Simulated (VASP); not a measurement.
A run of VASP 6.6.1:

INCAR

```
PREC = Accurate
ENCUT = 600
EDIFF = 1E-7
ISMEAR = -5
SIGMA = 0.05
LREAL = False
LASPH = True
NELM = 60
ALGO = Fast
ISIF = 3
LWAVE = False
LCHARG = False
MAGMOM = 0 0 0 0 0 0
LORBIT = 11
LSORBIT = True
GGA_COMPAT = False
GGA = RP
IBRION = 2
NSW = 60
EDIFFG = -0.01
```

KPOINTS

```
regular mesh
0
Gamma
  6 6 6
```

File POSCAR:

```
Ge
1.0
    0.0000000000      2.8289100000      2.8289100000
    2.8289100000      0.0000000000      2.8289100000
    2.8289100000      2.8289100000      0.0000000000
Ge
2
Cartesian
    4.2433650000      4.2433650000      4.2433650000
    2.8289100000      2.8289100000      2.8289100000
```

Potentials or basis: VASP PAW PBE potentials, release 64 (Ge_d).

Command:

```bash
$ cat potpaw_PBE.64/Ge_d/POTCAR > POTCAR
$ mpirun -np 1 vasp_ncl > vasp.out
```

Hardware: 1 thread of AMD EPYC 7R13 Processor (Zen 3), with other jobs on the host.

Question: Estimate the wall time of this run.

Answer: Wall time 15 min on 1 thread of AMD EPYC 7R13 Processor (Zen 3), with other jobs on the host, peak memory 0.31 GiB. Counts: scf iterations 162, k points 16, ion steps 4.
